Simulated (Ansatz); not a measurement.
**PbO**

Computed with Ansatz (plane waves, PAW, 420 eV cutoff): PBE with spin–orbit coupling, two-component spinors, 8×8×6 k-mesh, Gaussian smearing of 0.05 eV. The datasets are Ansatz's generated set soft_2.

```cif
data_structure
_symmetry_space_group_name_H-M 'P 1'
_symmetry_Int_Tables_number 1
_cell_length_a 4.0568
_cell_length_b 4.0568
_cell_length_c 5.5971
_cell_angle_alpha 90.000
_cell_angle_beta 90.000
_cell_angle_gamma 90.000
_cell_volume 92.12
loop_
_atom_site_label
_atom_site_type_symbol
_atom_site_fract_x
_atom_site_fract_y
_atom_site_fract_z
_atom_site_occupancy
Pb1 Pb 0.50000 0.00000 0.21262 1
Pb2 Pb 0.00000 0.50000 0.78738 1
O1 O 0.00000 0.00000 0.00000 1
O2 O 0.50000 0.50000 0.00000 1
```

The Crystallography Open Database holds a cell of this formula and space group, from which this one stands far in volume, proportions or bonds. The database's entry of this formula in the relaxed cell's space group, P4/nmm, has axes of 3.967 × 3.967 × 4.992 Å and 19.64 Å³/atom (1985), the relaxed one 4.057 × 4.057 × 5.597 Å and 23.03.

The pressure at this geometry is -0.1 GPa.

Question: Which orbitals make up the states within about 0.6 eV of each band edge?

Answer: Valence edge: O 2p 65 %, Pb 6s 20 %, Pb 6p 14 %. Conduction edge: Pb 6p 71 %, Pb 6s 11 %, O 2p 11 %. Shares are among the projected shells; the gap is 1.72 eV.

Density of states (tetrahedra, averaged over 0.3 eV; states/eV per cell of 4 atoms; energy in eV from the Fermi level):

```json
{"E (eV)": "-5.80", "DOS": "0.05"}
{"E (eV)": "-5.50", "DOS": "0.00"}
{"E (eV)": "-5.20", "DOS": "0.25"}
{"E (eV)": "-4.90", "DOS": "3.09"}
{"E (eV)": "-4.60", "DOS": "2.57"}
{"E (eV)": "-4.30", "DOS": "2.67"}
{"E (eV)": "-4.00", "DOS": "3.41"}
{"E (eV)": "-3.70", "DOS": "1.42"}
{"E (eV)": "-3.40", "DOS": "2.33"}
{"E (eV)": "-3.10", "DOS": "3.09"}
{"E (eV)": "-2.80", "DOS": "3.85"}
{"E (eV)": "-2.50", "DOS": "4.43"}
{"E (eV)": "-2.20", "DOS": "4.30"}
{"E (eV)": "-1.90", "DOS": "4.51"}
{"E (eV)": "-1.60", "DOS": "2.25"}
{"E (eV)": "-1.30", "DOS": "1.18"}
{"E (eV)": "-1.00", "DOS": "0.65"}
{"E (eV)": "-0.70", "DOS": "0.00"}
{"E (eV)": "-0.40", "DOS": "0.00"}
{"E (eV)": "-0.10", "DOS": "0.00"}
{"E (eV)": "0.20", "DOS": "0.00"}
{"E (eV)": "0.50", "DOS": "0.00"}
{"E (eV)": "0.80", "DOS": "0.01"}
{"E (eV)": "1.10", "DOS": "0.36"}
{"E (eV)": "1.40", "DOS": "0.99"}
{"E (eV)": "1.70", "DOS": "2.68"}
{"E (eV)": "2.00", "DOS": "3.57"}
{"E (eV)": "2.30", "DOS": "3.67"}
{"E (eV)": "2.60", "DOS": "1.73"}
{"E (eV)": "2.90", "DOS": "0.32"}
```

The valence edge mixes anion p with metal states, so the bond is partly covalent and the gap isn't a plain transfer from O to Pb.

Kohn–Sham gaps of semilocal functionals lie under measured ones, often by a third or more. The structure is layered, and this functional has no dispersion term, so the layers' spacing is poorly fixed, often too long, and so is what hangs on it.
